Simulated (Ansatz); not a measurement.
## Band table of ZnO

```
Zn O
1.0
     3.24940    0.00000    0.00000
    -1.62470    2.81406    0.00000
     0.00000    0.00000    5.20380
Zn O
2 2
Direct
  0.33333 0.66667 0.00000
  0.66667 0.33333 0.50000
  0.33333 0.66667 0.38210
  0.66667 0.33333 0.88210
```

Atoms are numbered in the order listed.

The cell comes from COD entry 9004178, which wasn't checked; take it as a given geometry.

Method: DFT, LDA, all-electron LAPW, scalar-relativistic (Ansatz 0.2.0).

Sampling and basis: a Γ-centred 8×8×5 k mesh, Fermi–Dirac smearing of 0.01 eV, basis error target 0.5 meV/atom, no spin polarisation.

Path points, in fractions of the reciprocal vectors: Γ (0.000, 0.000, 0.000), M (0.500, 0.000, 0.000), K (0.333, 0.333, 0.000), A (0.000, 0.000, 0.500), L (0.500, 0.000, 0.500), H (0.333, 0.333, 0.500). Levels in eV from the valence-band top; bands 11 to 32, counted from the lowest band of the run. The gap is 0.75 eV, direct at Γ.

```
# k(1/Å) point b11 b12 b13 b14 b15 b16 b17 b18 b19 b20 b21 b22 b23 b24 b25 b26 b27 b28 b29 b30 b31 b32
0.000 Γ -17.80 -17.02 -5.79 -5.79 -5.70 -5.66 -5.61 -5.61 -4.62 -4.62 -4.40 -4.40 -4.10 -0.79 -0.79 -0.09 0.00 0.00 0.75 5.07 8.12 12.66
0.080 - -17.79 -17.02 -5.80 -5.78 -5.70 -5.65 -5.61 -5.60 -4.62 -4.62 -4.40 -4.40 -4.11 -0.84 -0.81 -0.14 -0.10 -0.01 0.90 5.13 8.12 12.49
0.159 - -17.77 -17.01 -5.82 -5.77 -5.68 -5.63 -5.60 -5.58 -4.63 -4.62 -4.40 -4.38 -4.11 -0.99 -0.86 -0.40 -0.12 -0.04 1.21 5.29 8.12 12.07
0.239 - -17.73 -16.99 -5.86 -5.75 -5.67 -5.62 -5.56 -5.55 -4.65 -4.62 -4.40 -4.35 -4.12 -1.22 -0.95 -0.68 -0.17 -0.09 1.57 5.54 8.11 11.54
0.319 - -17.68 -16.97 -5.90 -5.72 -5.66 -5.61 -5.51 -5.49 -4.67 -4.62 -4.40 -4.30 -4.13 -1.51 -1.06 -0.95 -0.23 -0.15 1.96 5.86 8.10 10.98
0.399 - -17.62 -16.95 -5.95 -5.69 -5.67 -5.58 -5.47 -5.41 -4.69 -4.62 -4.39 -4.25 -4.14 -1.84 -1.22 -1.20 -0.31 -0.23 2.36 6.21 8.09 10.43
0.478 - -17.55 -16.92 -6.00 -5.68 -5.66 -5.54 -5.41 -5.31 -4.71 -4.61 -4.39 -4.20 -4.13 -2.19 -1.49 -1.35 -0.40 -0.31 2.78 6.56 8.06 9.92
0.558 - -17.47 -16.89 -6.04 -5.69 -5.63 -5.49 -5.34 -5.21 -4.73 -4.60 -4.38 -4.19 -4.07 -2.53 -1.75 -1.51 -0.51 -0.41 3.21 6.89 8.02 9.45
0.638 - -17.40 -16.87 -6.07 -5.71 -5.60 -5.43 -5.28 -5.11 -4.75 -4.58 -4.38 -4.20 -4.00 -2.85 -2.00 -1.67 -0.64 -0.51 3.63 7.17 7.95 9.05
0.718 - -17.32 -16.85 -6.08 -5.72 -5.57 -5.37 -5.21 -5.05 -4.73 -4.56 -4.37 -4.20 -3.93 -3.13 -2.25 -1.83 -0.78 -0.60 4.06 7.36 7.84 8.74
0.797 - -17.24 -16.84 -6.08 -5.74 -5.55 -5.31 -5.14 -5.03 -4.69 -4.53 -4.37 -4.18 -3.91 -3.33 -2.47 -1.98 -0.92 -0.69 4.48 7.47 7.65 8.53
0.877 - -17.17 -16.83 -6.07 -5.76 -5.54 -5.25 -5.08 -5.04 -4.64 -4.50 -4.36 -4.15 -3.96 -3.42 -2.65 -2.11 -1.06 -0.76 4.88 7.37 7.53 8.42
0.957 - -17.12 -16.83 -6.04 -5.78 -5.53 -5.20 -5.06 -5.04 -4.60 -4.47 -4.36 -4.17 -3.96 -3.48 -2.78 -2.21 -1.18 -0.82 5.25 7.10 7.52 8.36
1.037 - -17.08 -16.83 -6.01 -5.80 -5.52 -5.15 -5.08 -5.01 -4.58 -4.46 -4.36 -4.25 -3.86 -3.56 -2.84 -2.27 -1.26 -0.86 5.55 6.84 7.50 8.34
1.116 M -17.07 -16.83 -6.00 -5.81 -5.52 -5.14 -5.09 -5.00 -4.58 -4.45 -4.36 -4.28 -3.78 -3.63 -2.85 -2.29 -1.29 -0.87 5.68 6.72 7.50 8.33
1.162 - -17.07 -16.83 -6.00 -5.80 -5.52 -5.14 -5.09 -5.00 -4.58 -4.45 -4.35 -4.28 -3.78 -3.63 -2.86 -2.30 -1.29 -0.88 5.70 6.74 7.50 8.33
1.208 - -17.06 -16.83 -5.99 -5.79 -5.52 -5.15 -5.08 -4.99 -4.58 -4.46 -4.35 -4.28 -3.77 -3.62 -2.86 -2.33 -1.31 -0.91 5.75 6.79 7.50 8.34
1.255 - -17.06 -16.83 -5.98 -5.76 -5.53 -5.17 -5.07 -4.98 -4.58 -4.47 -4.35 -4.28 -3.77 -3.61 -2.88 -2.37 -1.34 -0.95 5.82 6.87 7.51 8.34
1.301 - -17.05 -16.83 -5.96 -5.71 -5.53 -5.19 -5.06 -4.97 -4.59 -4.49 -4.34 -4.29 -3.76 -3.59 -2.92 -2.40 -1.37 -1.01 5.93 6.97 7.52 8.35
1.347 - -17.04 -16.83 -5.94 -5.66 -5.54 -5.21 -5.04 -4.95 -4.59 -4.50 -4.33 -4.30 -3.75 -3.56 -2.99 -2.43 -1.42 -1.08 6.05 7.09 7.53 8.35
1.393 - -17.03 -16.83 -5.91 -5.60 -5.54 -5.23 -5.03 -4.94 -4.60 -4.52 -4.33 -4.31 -3.75 -3.54 -3.09 -2.43 -1.48 -1.16 6.20 7.21 7.54 8.35
1.439 - -17.01 -16.83 -5.89 -5.55 -5.52 -5.26 -5.00 -4.93 -4.61 -4.54 -4.32 -4.32 -3.74 -3.52 -3.21 -2.41 -1.55 -1.24 6.36 7.33 7.55 8.35
1.485 - -17.00 -16.84 -5.87 -5.54 -5.44 -5.28 -4.98 -4.92 -4.62 -4.55 -4.34 -4.32 -3.73 -3.50 -3.34 -2.37 -1.62 -1.32 6.53 7.44 7.56 8.34
1.531 - -16.98 -16.84 -5.84 -5.53 -5.36 -5.30 -4.95 -4.90 -4.62 -4.56 -4.37 -4.33 -3.72 -3.48 -3.47 -2.32 -1.69 -1.40 6.70 7.54 7.57 8.32
1.577 - -16.96 -16.85 -5.83 -5.52 -5.34 -5.26 -4.92 -4.88 -4.64 -4.57 -4.39 -4.36 -3.71 -3.59 -3.48 -2.26 -1.75 -1.49 6.88 7.58 7.63 8.27
1.623 - -16.94 -16.86 -5.82 -5.50 -5.36 -5.18 -4.88 -4.85 -4.65 -4.58 -4.42 -4.40 -3.70 -3.68 -3.49 -2.18 -1.80 -1.58 7.06 7.59 7.69 8.20
1.669 - -16.93 -16.87 -5.81 -5.48 -5.38 -5.11 -4.84 -4.81 -4.66 -4.58 -4.46 -4.46 -3.77 -3.66 -3.51 -2.11 -1.83 -1.68 7.24 7.59 7.72 8.11
1.715 - -16.91 -16.88 -5.81 -5.45 -5.40 -5.07 -4.80 -4.76 -4.68 -4.57 -4.52 -4.50 -3.81 -3.63 -3.54 -2.02 -1.86 -1.76 7.41 7.59 7.69 8.04
1.761 K -16.89 -16.89 -5.81 -5.43 -5.43 -5.06 -4.76 -4.76 -4.69 -4.56 -4.54 -4.54 -3.83 -3.59 -3.59 -1.93 -1.93 -1.79 7.57 7.57 7.59 8.01
1.853 - -16.93 -16.86 -5.81 -5.48 -5.38 -5.12 -4.87 -4.70 -4.70 -4.63 -4.47 -4.43 -3.77 -3.69 -3.47 -2.15 -1.74 -1.73 7.16 7.58 7.87 8.06
1.945 - -16.98 -16.84 -5.81 -5.55 -5.36 -5.26 -4.92 -4.75 -4.72 -4.63 -4.36 -4.33 -3.81 -3.60 -3.30 -2.38 -1.61 -1.54 6.64 7.58 8.13 8.14
2.037 - -17.04 -16.83 -5.81 -5.66 -5.37 -5.35 -4.96 -4.85 -4.73 -4.60 -4.34 -4.16 -3.93 -3.37 -3.06 -2.61 -1.45 -1.34 6.08 7.58 8.26 8.33
2.129 - -17.12 -16.82 -5.80 -5.79 -5.43 -5.37 -5.02 -4.93 -4.74 -4.58 -4.35 -4.05 -3.99 -3.13 -2.79 -2.75 -1.26 -1.14 5.50 7.58 8.42 8.45
2.221 - -17.20 -16.83 -5.89 -5.79 -5.47 -5.41 -5.08 -4.99 -4.75 -4.57 -4.36 -4.12 -3.89 -2.88 -2.86 -2.41 -1.06 -0.96 4.91 7.57 8.43 8.63
2.313 - -17.29 -16.84 -5.95 -5.78 -5.51 -5.46 -5.16 -5.05 -4.74 -4.58 -4.37 -4.17 -3.90 -2.79 -2.61 -2.07 -0.87 -0.78 4.34 7.50 8.30 8.89
2.405 - -17.39 -16.87 -5.98 -5.76 -5.54 -5.52 -5.24 -5.12 -4.73 -4.60 -4.38 -4.19 -3.97 -2.57 -2.32 -1.74 -0.68 -0.63 3.78 7.29 8.16 9.23
2.498 - -17.48 -16.90 -5.98 -5.75 -5.57 -5.57 -5.33 -5.22 -4.72 -4.62 -4.38 -4.19 -4.07 -2.28 -2.01 -1.45 -0.51 -0.49 3.23 6.94 8.10 9.65
2.590 - -17.57 -16.93 -5.95 -5.74 -5.60 -5.60 -5.41 -5.33 -4.70 -4.63 -4.39 -4.20 -4.14 -1.96 -1.69 -1.20 -0.37 -0.35 2.71 6.52 8.09 10.14
2.682 - -17.64 -16.96 -5.91 -5.74 -5.63 -5.62 -5.48 -5.44 -4.67 -4.63 -4.39 -4.27 -4.13 -1.62 -1.37 -0.98 -0.27 -0.22 2.22 6.08 8.10 10.70
2.774 - -17.71 -16.98 -5.87 -5.75 -5.66 -5.62 -5.53 -5.53 -4.65 -4.63 -4.40 -4.33 -4.12 -1.31 -1.08 -0.76 -0.19 -0.12 1.75 5.69 8.11 11.31
2.866 - -17.76 -17.00 -5.83 -5.77 -5.68 -5.62 -5.59 -5.57 -4.64 -4.62 -4.40 -4.37 -4.11 -1.04 -0.90 -0.48 -0.14 -0.05 1.32 5.36 8.12 11.93
2.958 - -17.79 -17.02 -5.80 -5.78 -5.70 -5.65 -5.61 -5.60 -4.62 -4.62 -4.40 -4.40 -4.11 -0.86 -0.82 -0.17 -0.10 -0.01 0.94 5.15 8.12 12.44
3.050 Γ -17.80 -17.02 -5.79 -5.79 -5.70 -5.66 -5.61 -5.61 -4.62 -4.62 -4.40 -4.40 -4.10 -0.79 -0.79 -0.09 0.00 0.00 0.75 5.07 8.12 12.66
3.093 - -17.79 -17.02 -5.79 -5.79 -5.71 -5.66 -5.61 -5.61 -4.62 -4.62 -4.41 -4.41 -4.09 -0.79 -0.79 -0.14 0.00 0.00 0.79 5.06 8.13 12.66
3.136 - -17.79 -17.03 -5.79 -5.79 -5.71 -5.69 -5.61 -5.61 -4.62 -4.62 -4.41 -4.41 -4.04 -0.78 -0.78 -0.25 -0.01 -0.01 0.92 5.03 8.16 12.66
3.179 - -17.78 -17.04 -5.79 -5.79 -5.73 -5.72 -5.61 -5.61 -4.61 -4.61 -4.41 -4.41 -3.96 -0.77 -0.77 -0.39 -0.02 -0.02 1.08 4.98 8.20 12.66
3.223 - -17.76 -17.06 -5.78 -5.78 -5.76 -5.74 -5.62 -5.62 -4.61 -4.61 -4.41 -4.41 -3.86 -0.75 -0.75 -0.55 -0.04 -0.04 1.27 4.91 8.26 12.66
3.266 - -17.74 -17.08 -5.80 -5.78 -5.78 -5.76 -5.63 -5.63 -4.60 -4.60 -4.41 -4.41 -3.74 -0.73 -0.73 -0.71 -0.06 -0.06 1.47 4.83 8.34 12.66
3.309 - -17.72 -17.11 -5.84 -5.79 -5.78 -5.78 -5.64 -5.64 -4.59 -4.59 -4.42 -4.42 -3.60 -0.88 -0.70 -0.70 -0.08 -0.08 1.68 4.72 8.44 12.50
3.352 - -17.69 -17.14 -5.87 -5.81 -5.77 -5.77 -5.65 -5.65 -4.58 -4.58 -4.42 -4.42 -3.46 -1.05 -0.67 -0.67 -0.11 -0.11 1.89 4.60 8.56 12.15
3.395 - -17.66 -17.17 -5.91 -5.84 -5.77 -5.77 -5.66 -5.66 -4.57 -4.57 -4.43 -4.43 -3.30 -1.22 -0.64 -0.64 -0.15 -0.15 2.11 4.46 8.69 11.80
3.438 - -17.62 -17.21 -5.93 -5.86 -5.76 -5.76 -5.67 -5.67 -4.55 -4.55 -4.44 -4.44 -3.13 -1.40 -0.60 -0.60 -0.18 -0.18 2.32 4.31 8.84 11.45
3.481 - -17.59 -17.25 -5.95 -5.89 -5.76 -5.76 -5.68 -5.68 -4.54 -4.54 -4.45 -4.45 -2.96 -1.57 -0.56 -0.56 -0.22 -0.22 2.54 4.15 9.02 11.11
3.524 - -17.55 -17.29 -5.96 -5.91 -5.75 -5.75 -5.69 -5.69 -4.53 -4.53 -4.46 -4.46 -2.79 -1.74 -0.52 -0.52 -0.26 -0.26 2.76 3.98 9.21 10.79
3.568 - -17.51 -17.33 -5.97 -5.93 -5.74 -5.74 -5.70 -5.70 -4.51 -4.51 -4.47 -4.47 -2.62 -1.92 -0.48 -0.48 -0.30 -0.30 2.98 3.79 9.43 10.48
3.611 - -17.46 -17.38 -5.97 -5.95 -5.73 -5.73 -5.71 -5.71 -4.50 -4.50 -4.48 -4.48 -2.44 -2.09 -0.44 -0.44 -0.35 -0.35 3.19 3.60 9.66 10.19
3.654 A -17.42 -17.42 -5.96 -5.96 -5.72 -5.72 -5.72 -5.72 -4.49 -4.49 -4.49 -4.49 -2.27 -2.27 -0.39 -0.39 -0.39 -0.39 3.40 3.40 9.91 9.91
3.733 - -17.41 -17.41 -5.97 -5.97 -5.72 -5.72 -5.72 -5.72 -4.49 -4.49 -4.49 -4.49 -2.27 -2.27 -0.43 -0.43 -0.41 -0.41 3.44 3.44 9.91 9.91
3.813 - -17.40 -17.40 -5.99 -5.99 -5.70 -5.70 -5.70 -5.70 -4.49 -4.49 -4.49 -4.49 -2.27 -2.27 -0.54 -0.54 -0.45 -0.45 3.56 3.56 9.90 9.90
3.893 - -17.37 -17.37 -6.01 -6.01 -5.68 -5.68 -5.68 -5.68 -4.49 -4.49 -4.49 -4.49 -2.27 -2.27 -0.70 -0.70 -0.51 -0.51 3.74 3.74 9.87 9.87
3.973 - -17.33 -17.33 -6.04 -6.04 -5.65 -5.65 -5.64 -5.64 -4.49 -4.49 -4.49 -4.49 -2.30 -2.30 -0.89 -0.89 -0.60 -0.60 3.96 3.96 9.80 9.80
4.052 - -17.29 -17.29 -6.07 -6.07 -5.61 -5.61 -5.60 -5.60 -4.49 -4.49 -4.48 -4.48 -2.35 -2.35 -1.07 -1.07 -0.70 -0.70 4.21 4.21 9.69 9.69
4.132 - -17.24 -17.24 -6.10 -6.10 -5.57 -5.57 -5.56 -5.56 -4.49 -4.49 -4.48 -4.48 -2.45 -2.45 -1.21 -1.21 -0.82 -0.82 4.46 4.46 9.51 9.51
4.212 - -17.19 -17.19 -6.13 -6.13 -5.52 -5.52 -5.51 -5.51 -4.49 -4.49 -4.47 -4.47 -2.61 -2.61 -1.31 -1.31 -0.95 -0.95 4.70 4.70 9.28 9.28
4.292 - -17.13 -17.13 -6.15 -6.15 -5.47 -5.47 -5.46 -5.46 -4.48 -4.48 -4.46 -4.46 -2.81 -2.81 -1.36 -1.36 -1.07 -1.07 4.93 4.93 9.05 9.05
4.371 - -17.08 -17.08 -6.17 -6.17 -5.42 -5.42 -5.42 -5.42 -4.47 -4.47 -4.45 -4.45 -3.03 -3.03 -1.38 -1.38 -1.19 -1.19 5.12 5.12 8.83 8.83
4.451 - -17.03 -17.03 -6.18 -6.18 -5.38 -5.38 -5.36 -5.36 -4.46 -4.46 -4.43 -4.43 -3.26 -3.26 -1.38 -1.38 -1.31 -1.31 5.29 5.29 8.64 8.64
4.531 - -16.99 -16.99 -6.18 -6.18 -5.34 -5.34 -5.31 -5.31 -4.45 -4.45 -4.40 -4.40 -3.48 -3.48 -1.40 -1.40 -1.37 -1.37 5.43 5.43 8.49 8.49
4.611 - -16.96 -16.96 -6.19 -6.19 -5.32 -5.32 -5.26 -5.26 -4.43 -4.43 -4.37 -4.37 -3.66 -3.66 -1.48 -1.48 -1.36 -1.36 5.52 5.52 8.38 8.38
4.690 - -16.94 -16.94 -6.19 -6.19 -5.30 -5.30 -5.23 -5.23 -4.43 -4.43 -4.34 -4.34 -3.79 -3.79 -1.52 -1.52 -1.36 -1.36 5.58 5.58 8.32 8.32
4.770 L -16.94 -16.94 -6.19 -6.19 -5.30 -5.30 -5.22 -5.22 -4.42 -4.42 -4.32 -4.32 -3.84 -3.84 -1.54 -1.54 -1.35 -1.35 5.60 5.60 8.30 8.30
4.816 - -16.94 -16.94 -6.18 -6.18 -5.30 -5.30 -5.22 -5.22 -4.43 -4.43 -4.32 -4.32 -3.84 -3.84 -1.56 -1.56 -1.35 -1.35 5.62 5.62 8.30 8.30
4.862 - -16.94 -16.94 -6.17 -6.17 -5.31 -5.31 -5.21 -5.21 -4.43 -4.43 -4.31 -4.31 -3.84 -3.84 -1.62 -1.62 -1.33 -1.33 5.67 5.67 8.30 8.30
4.908 - -16.93 -16.93 -6.15 -6.15 -5.32 -5.32 -5.21 -5.21 -4.44 -4.44 -4.29 -4.29 -3.83 -3.83 -1.70 -1.70 -1.31 -1.31 5.76 5.76 8.31 8.31
4.954 - -16.93 -16.93 -6.13 -6.13 -5.34 -5.34 -5.20 -5.20 -4.45 -4.45 -4.27 -4.27 -3.83 -3.83 -1.80 -1.80 -1.29 -1.29 5.88 5.88 8.32 8.32
5.000 - -16.92 -16.92 -6.10 -6.10 -5.36 -5.36 -5.19 -5.19 -4.47 -4.47 -4.25 -4.25 -3.82 -3.82 -1.92 -1.92 -1.28 -1.28 6.02 6.02 8.32 8.32
5.046 - -16.92 -16.92 -6.06 -6.06 -5.38 -5.38 -5.17 -5.17 -4.48 -4.48 -4.23 -4.23 -3.81 -3.81 -2.04 -2.04 -1.27 -1.27 6.19 6.19 8.33 8.33
5.092 - -16.91 -16.91 -6.03 -6.03 -5.40 -5.40 -5.16 -5.16 -4.50 -4.50 -4.20 -4.20 -3.80 -3.80 -2.17 -2.17 -1.26 -1.26 6.37 6.37 8.34 8.34
5.138 - -16.91 -16.91 -5.98 -5.98 -5.43 -5.43 -5.14 -5.14 -4.52 -4.52 -4.18 -4.18 -3.79 -3.79 -2.30 -2.30 -1.25 -1.25 6.57 6.57 8.35 8.35
5.184 - -16.90 -16.90 -5.94 -5.94 -5.46 -5.46 -5.12 -5.12 -4.53 -4.53 -4.15 -4.15 -3.78 -3.78 -2.43 -2.43 -1.24 -1.24 6.78 6.78 8.35 8.35
5.231 - -16.89 -16.89 -5.90 -5.90 -5.49 -5.49 -5.10 -5.10 -4.55 -4.55 -4.13 -4.13 -3.77 -3.77 -2.54 -2.54 -1.23 -1.23 7.00 7.00 8.34 8.34
5.277 - -16.89 -16.89 -5.86 -5.86 -5.51 -5.51 -5.07 -5.07 -4.58 -4.58 -4.11 -4.11 -3.77 -3.77 -2.63 -2.63 -1.23 -1.23 7.22 7.22 8.31 8.31
5.323 - -16.88 -16.88 -5.83 -5.83 -5.54 -5.54 -5.05 -5.05 -4.59 -4.59 -4.09 -4.09 -3.77 -3.77 -2.70 -2.70 -1.23 -1.23 7.44 7.44 8.23 8.23
5.369 - -16.88 -16.88 -5.80 -5.80 -5.55 -5.55 -5.03 -5.03 -4.61 -4.61 -4.08 -4.08 -3.77 -3.77 -2.74 -2.74 -1.22 -1.22 7.66 7.66 8.08 8.08
5.415 H -16.88 -16.88 -5.80 -5.80 -5.56 -5.56 -5.03 -5.03 -4.61 -4.61 -4.08 -4.08 -3.77 -3.77 -2.76 -2.76 -1.22 -1.22 7.88 7.88 7.89 7.89
5.507 - -16.88 -16.88 -5.82 -5.82 -5.54 -5.54 -5.05 -5.05 -4.59 -4.59 -4.10 -4.10 -3.75 -3.75 -2.71 -2.71 -1.23 -1.23 7.44 7.44 8.26 8.26
5.599 - -16.90 -16.90 -5.88 -5.88 -5.51 -5.51 -5.12 -5.12 -4.55 -4.55 -4.16 -4.16 -3.68 -3.68 -2.57 -2.57 -1.24 -1.24 6.99 6.99 8.47 8.47
5.691 - -16.92 -16.92 -5.95 -5.95 -5.48 -5.48 -5.19 -5.19 -4.51 -4.51 -4.23 -4.23 -3.55 -3.55 -2.37 -2.37 -1.25 -1.25 6.57 6.57 8.59 8.59
5.783 - -16.96 -16.96 -6.01 -6.01 -5.48 -5.48 -5.25 -5.25 -4.48 -4.48 -4.31 -4.31 -3.38 -3.38 -2.13 -2.13 -1.27 -1.27 6.17 6.17 8.69 8.69
5.875 - -17.01 -17.01 -6.06 -6.06 -5.50 -5.50 -5.31 -5.31 -4.48 -4.48 -4.37 -4.37 -3.18 -3.18 -1.88 -1.88 -1.28 -1.28 5.79 5.79 8.82 8.82
5.967 - -17.06 -17.06 -6.10 -6.10 -5.53 -5.53 -5.35 -5.35 -4.48 -4.48 -4.42 -4.42 -2.96 -2.96 -1.62 -1.62 -1.27 -1.27 5.44 5.44 8.98 8.98
6.059 - -17.13 -17.13 -6.11 -6.11 -5.56 -5.56 -5.41 -5.41 -4.48 -4.48 -4.45 -4.45 -2.75 -2.75 -1.41 -1.41 -1.21 -1.21 5.09 5.09 9.18 9.18
6.151 - -17.19 -17.19 -6.10 -6.10 -5.59 -5.59 -5.47 -5.47 -4.49 -4.49 -4.46 -4.46 -2.56 -2.56 -1.28 -1.28 -1.05 -1.05 4.76 4.76 9.39 9.39
6.243 - -17.25 -17.25 -6.08 -6.08 -5.63 -5.63 -5.53 -5.53 -4.49 -4.49 -4.48 -4.48 -2.41 -2.41 -1.16 -1.16 -0.86 -0.86 4.43 4.43 9.59 9.59
6.335 - -17.31 -17.31 -6.05 -6.05 -5.65 -5.65 -5.60 -5.60 -4.49 -4.49 -4.48 -4.48 -2.32 -2.32 -0.98 -0.98 -0.69 -0.69 4.12 4.12 9.75 9.75
6.428 - -17.35 -17.35 -6.02 -6.02 -5.68 -5.68 -5.65 -5.65 -4.49 -4.49 -4.49 -4.49 -2.28 -2.28 -0.78 -0.78 -0.56 -0.56 3.84 3.84 9.85 9.85
6.520 - -17.39 -17.39 -5.99 -5.99 -5.70 -5.70 -5.69 -5.69 -4.49 -4.49 -4.49 -4.49 -2.27 -2.27 -0.58 -0.58 -0.47 -0.47 3.61 3.61 9.89 9.89
6.612 - -17.41 -17.41 -5.97 -5.97 -5.72 -5.72 -5.72 -5.72 -4.49 -4.49 -4.49 -4.49 -2.27 -2.27 -0.44 -0.44 -0.41 -0.41 3.45 3.45 9.91 9.91
6.704 A -17.42 -17.42 -5.96 -5.96 -5.72 -5.72 -5.72 -5.72 -4.49 -4.49 -4.49 -4.49 -2.27 -2.27 -0.39 -0.39 -0.39 -0.39 3.40 3.40 9.91 9.91
```
